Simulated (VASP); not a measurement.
H, 1 atom in the cell. The cell holds a molecule in a box, 1 atom: a = 10.500 Å, b = 11.000 Å, c = 11.500 Å, α = 90.00°, β = 90.00°, γ = 90.00°. 

* Program: VASP 6.6.1
* Task: single point
* Functional: PBEsol
* Potentials or basis: VASP PAW PBE potentials, release 64 (H)
* Cutoff: 400 eV
* k mesh: 1 × 1 × 1
* Occupations: gaussian, width 0.01 eV
* Spin: collinear spin, ferromagnetic start
* Starting moments: [1.1] μB
* Fixed moment: 1 μB
* Further INCAR settings: ALGO = Normal; EDIFF = 1e-06; ISYM = 0

Potentials or basis: VASP PAW PBE potentials, release 64 (H).

Command:

```console
$ cat potpaw_PBE.64/H/POTCAR > POTCAR
$ mpirun -np 1 vasp_gam > vasp.out
```

Hardware: 1 thread of Intel(R) Xeon(R) 6975P-C (Granite Rapids) (shared host).

**Question.** Estimate the wall time of this run.

**Answer.** It took 45 s on 1 thread of Intel(R) Xeon(R) 6975P-C (Granite Rapids), with other jobs on the host, peak memory 1 GiB. Counts: scf iterations 24, k points 1.
